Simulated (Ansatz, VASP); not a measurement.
## In: VASP beside Ansatz

INCAR

```
SYSTEM = In
ALGO = Normal
EDIFF = 1E-6
ENCUT = 520
ISIF = 2
ISMEAR = -1
LASPH = .TRUE.
LCHARG = .TRUE.
LELF = .TRUE.
LREAL = .FALSE.
LVHAR = .TRUE.
LWAVE = .FALSE.
NBANDS = 12
NELM = 100
PREC = Accurate
SIGMA = 0.1
```

File KPOINTS:

```
k-points
0
G
  12 12 12
  0 0 0
```

The input POSCAR:

```
In
1.0
    2.9714946025      0.0000000000      0.0000000000
    0.0000000000      2.9714946025      0.0000000000
    0.0000000000      0.0000000000      2.9714946025
In
1
Direct
    0.0000000000      0.0000000000      0.0000000000
```

Input for Ansatz:

```yaml
crystal:
  lattice:
    - [2.9714946025, 0.0, 0.0]
    - [0.0, 2.9714946025, 0.0]
    - [0.0, 0.0, 2.9714946025]
  atoms:
    - { symbol: In, position: [0.0, 0.0, 0.0] }
hamiltonian:
  xc: lda
  pseudopotentials:
    kind: paw
    azcp:
      In: "pseudopotentials/In.paw.azcp"
basis:
  ecutwfc: 420
  fft_grid_basis: typed
kpoints:
  mp_grid: { grid: [12, 12, 12], shift: [0, 0, 0] }
magnetization:
  spin_polarized: false
scf:
  occupations: { method: fermi_dirac, width: 0.1 }
  lower_state_search: "off"
output:
  stress: true
  write_density: true
  write_potential: true
  elf: true
  volumetric_format: npy
```

Alike in both runs: task single point; functional LDA; k mesh 12 × 12 × 12; occupations fermi-dirac, width 0.1 eV; no spin polarisation.

|  | VASP | Ansatz |
| --- | --- | --- |
| version | VASP 6.6.1 | Ansatz 0.2.0 |
| potentials or method | VASP PAW LDA potentials, release 64 (In_d) | plane waves (420 eV) with PAW, scalar-relativistic |
| plane-wave cutoff (eV) | 520 | 420 |
| valence electrons in the cell | 13 | 13 |

|  | VASP | Ansatz | Ansatz less VASP |
| --- | --- | --- | --- |
| pressure (GPa) | 0.0 | -0.1 | -0.07 |

Ansatz warned: «pseudo_functional_mismatch».
